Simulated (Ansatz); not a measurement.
**MgB2 under changes of volume**

One of the cells (9.679 Å³/atom); the others are scaled copies at fixed shape and fractional positions:

```xyz
3
Lattice="3.0850 0.0000 0.0000 -1.5425 2.6717 0.0000 0.0000 0.0000 3.5230" Properties=species:S:1:pos:R:3 pbc="T T T"
Mg    0.0000    0.0000    0.0000
B     1.5425    0.8906    1.7615
B     0.0000    1.7811    1.7615
```

| Property | Result |
| --- | --- |
| Program | Ansatz 0.2.0 |
| Functional | PBEsol |
| Potentials or basis | all-electron LAPW, scalar-relativistic |
| Cutoff | 269 eV (chosen from the basis error) |
| Basis error allowed | 0.002 eV/atom |
| k mesh | 10 × 10 × 8 |
| Occupations | fermi-dirac, width 0.05 eV |
| Spin | no spin polarisation |

```tsv
volume (Å³/atom)	energy over the lowest point (meV/atom)	pressure (GPa)
9.098	8.13	7.0
9.292	1.96	3.3
9.485	0.00	0.0
9.679	1.88	-3.1
9.873	7.26	-5.8
10.066	15.82	-8.3
10.260	?	?
```

Question: What does the run at 10.260 Å³/atom give?

Answer: Energy over the lowest point 27.29 meV/atom; pressure -10.6 GPa.

Worked out: A Birch-Murnaghan fit of order 3 (a polynomial in V^(-2/3)) to the other rows has its minimum at 9.48 Å³/atom with B0 = V·E''(V) = 155 GPa and B' = 3.4 at fixed shape and positions, which overstates the stiffness. It gives 27.35 meV/atom at 10.260 Å³/atom, against the run's 27.29, and -dE/dV = -10.7 GPa, against -10.6.

Energies are extrapolated to zero smearing.
